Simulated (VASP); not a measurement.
AgBr, 2 atoms in the cell. Symmetry: Fm-3m, No. 225, cubic system. The conventional cell has a = 5.842 Å, b = 5.842 Å, c = 5.842 Å, α = 90.00°, β = 90.00°, γ = 90.00°. Ag (site symmetry m-3m) is surrounded by 6 Br at 2.92 Å. Br (site symmetry m-3m) is surrounded by 6 Ag at 2.92 Å. The cell is a database's computed one.

```yaml
Program: VASP 6.6.1
Task: single point
Functional: PBE
Potentials_or_basis: VASP PAW PBE potentials, release 64 (Ag, Br)
Cutoff: 520 eV
k_mesh: 8 × 8 × 8
Occupations: gaussian, width 0.02 eV
Spin: no spin polarisation
Dipole_correction: no
Further_INCAR_settings: ALGO = Normal; EDIFF = 1e-07; NBANDS = 16
```

Potentials or basis: VASP PAW PBE potentials, release 64 (Ag, Br).

Command:

```bash
$ cat potpaw_PBE.64/Ag/POTCAR potpaw_PBE.64/Br/POTCAR > POTCAR
$ mpirun -np 1 vasp_std > vasp.out
```

Hardware: 1 thread of Intel(R) Xeon(R) Platinum 8559C (Emerald Rapids), on a shared host.

Task: How long does it take, and how much memory?

Result: Run time: 10 s on 1 thread of Intel(R) Xeon(R) Platinum 8559C (Emerald Rapids), on a shared host, peak memory 0.18 GiB. Counts: scf iterations 13, k points 29.
